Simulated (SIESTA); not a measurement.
Cu2O (Cuprite) under changes of volume

One of the cells (12.885 Å³/atom); the others are scaled copies at fixed shape and fractional positions:

```
Cu O
1.0
     4.26000    0.00000    0.00000
     0.00000    4.26000    0.00000
     0.00000    0.00000    4.26000
Cu O
4 2
Direct
  0.75000 0.25000 0.75000
  0.75000 0.75000 0.25000
  0.25000 0.75000 0.75000
  0.25000 0.25000 0.25000
  0.50000 0.50000 0.50000
  0.00000 0.00000 0.00000
```

```yaml
Program: SIESTA 5.4.2
Functional: PBE
Potentials_or_basis: SPMS 1.0 NC or PseudoDojo by element (PBE files)
Basis: DZP (energy shift 0.002 Ry)
Grid_cutoff: 800 Ry
Energy_shift: 0.002 Ry
k_mesh: 6 × 6 × 6
Occupations: fermi-dirac, width 0.05 eV
Spin: no spin polarisation
```

```tsv
volume (Å³/atom)	energy over the lowest point (meV/atom)	pressure (GPa)	gap on the mesh (eV)
12.112	60.78	15.7	0.61
12.369	38.78	12.0	0.56
12.627	21.76	9.2	0.51
12.885	9.72	5.7	0.46
13.142	3.05	2.8	0.42
13.400	0.00	1.0	0.38
13.658	?	?	?
```

Q: What does the run at 13.658 Å³/atom give?

A: Energy over the lowest point 0.08 meV/atom; pressure -1.3 GPa; gap on the mesh 0.34 eV.

Worked out: A Birch-Murnaghan fit of order 3 (a polynomial in V^(-2/3)) to the other rows has its minimum at 13.44 Å³/atom, just outside them, with B0 = V·E''(V) = 132 GPa (rough, since the energies scatter). It gives 1.46 meV/atom at 13.658 Å³/atom, against the run's 0.08, and -dE/dV = -2.1 GPa, against -1.3. A straight line through the other rows of the gap, of slope -2.29 eV per unit of ln V (its deformation potential), extrapolates to 0.33 eV, against the run's 0.34.

Energies are extrapolated to zero smearing.

Caveats: semicore shells carry a single zeta, which can move pressures by several GPa and volumes by a few percent; the valence orbitals were made in a potential fitted to the semicore shell under them, which widens gaps by tenths of an eV or more; the basis of atomic orbitals isn't converged, which shifts pressures, moduli and gaps.

A mesh can miss the band edges.
